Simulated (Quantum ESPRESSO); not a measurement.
# SnO: dielectric tensor and Born charges under several settings

```
Sn O
1.0
     3.81370    0.00000    0.00000
     0.00000    3.81370    0.00000
     0.00000    0.00000    4.88691
Sn O
2 2
Direct
  0.50000 0.00000 0.76463
  0.00000 0.50000 0.23537
  0.00000 0.00000 0.00000
  0.50000 0.50000 0.00000
```

The cell is a database's computed one.

All runs used Quantum ESPRESSO 7.5; potentials PseudoDojo 0.4.1 SR LDA standard; given cell; no spin polarisation; cutoff 1143 eV; occupations smeared at first, fixed for the response.

| level | k mesh (s: shifted) | ε∞ (diagonal) | Born charge of atom 1 (e) | sum of the Born charges (e) |
| --- | --- | --- | --- | --- |
| LDA | 4 × 4 × 4s | ? | ? | ? |
| LDA | 6 × 6 × 6s | 8.04, 8.04, 7.07 | 3.01 | -0.01 |
| LDA | 8 × 8 × 6s | 7.98, 7.98, 7.07 | 3.01 | 0.00 |

**Question.** What stands in the row left open?

**Answer.** ε∞ 7.86, 7.86, 6.98; Born charge of atom 1 3.02 e; sum of the Born charges 0.04 e.

Caveats: the cell is more than 3 GPa from zero pressure, which shifts response properties.

For the row left open. Caveat: the mesh is thin for the dielectric tensor, Born charges and intensities, which usually come out too large; the cell is more than 3 GPa from zero pressure, which shifts response properties.
